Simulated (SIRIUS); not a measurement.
Here is a SIRIUS 7.12.0 calculation.

File sirius.json:

```json
{
  "control": {
    "processing_unit": "cpu",
    "verbosity": 2,
    "num_bands_to_print": 22,
    "print_forces": true,
    "print_stress": true
  },
  "parameters": {
    "electronic_structure_method": "pseudopotential",
    "xc_functionals": ["XC_GGA_X_PBE_SOL", "XC_GGA_C_PBE_SOL"],
    "gk_cutoff": 6.8,
    "pw_cutoff": 13.6,
    "ngridk": [7, 7, 3],
    "shiftk": [0, 0, 0],
    "smearing": "fermi_dirac",
    "smearing_width": 0.0018374661,
    "num_bands": 22,
    "num_mag_dims": 0,
    "num_dft_iter": 100,
    "energy_tol": 1e-08,
    "density_tol": 1e-06
  },
  "iterative_solver": {
    "type": "davidson",
    "min_tolerance": 1e-10
  },
  "mixer": {
    "type": "anderson",
    "beta": 0.7,
    "max_history": 8
  },
  "settings": {
    "tol_ne": 1e-10,
    "pseudo_grid_cutoff": 6.5
  },
  "unit_cell": {
    "lattice_vectors": [
      [0.822861899593, -0.568241404861, 0.0],
      [0.822861899593, 0.568241404861, 0.0],
      [0.0, 0.0, 2.129128405211]
    ],
    "lattice_vectors_scale": 7.7238007882,
    "atom_coordinate_units": "lattice",
    "atom_types": ["Br"],
    "atom_files": {
      "Br": "Br.json"
    },
    "atoms": {
      "Br": [
        [0.3651, 0.6349, 0.3901],
        [0.1349, 0.8651, 0.8901],
        [0.6349, 0.3651, 0.6099],
        [0.8651, 0.1349, 0.1099]
      ]
    }
  }
}
```

Potentials or basis: PseudoDojo 0.4.1 PBEsol standard (scalar relativistic).

Command:

```console
$ upf_to_json Br.upf
$ OMP_NUM_THREADS=1 sirius.scf --input=sirius.json --output=out.json --task=0
```

**Question.** Estimate the band gap on the k mesh.

**Answer.** 1.81 eV.

**Question.** Estimate the largest force.

**Answer.** 0.739 eV/Å.

**Question.** Estimate the pressure.

**Answer.** 0.1 GPa.

Forces in eV/Å, atoms in the order of the input:
```
Br   0.000  0.323 -0.665
Br   0.000 -0.323 -0.665
Br   0.000 -0.323  0.665
Br   0.000  0.323  0.665
```

Caveat: an odd mesh through Γ misses points on the zone boundary, where band edges often lie. PBEsol gaps usually lie below the measured ones, often by a third to a half.
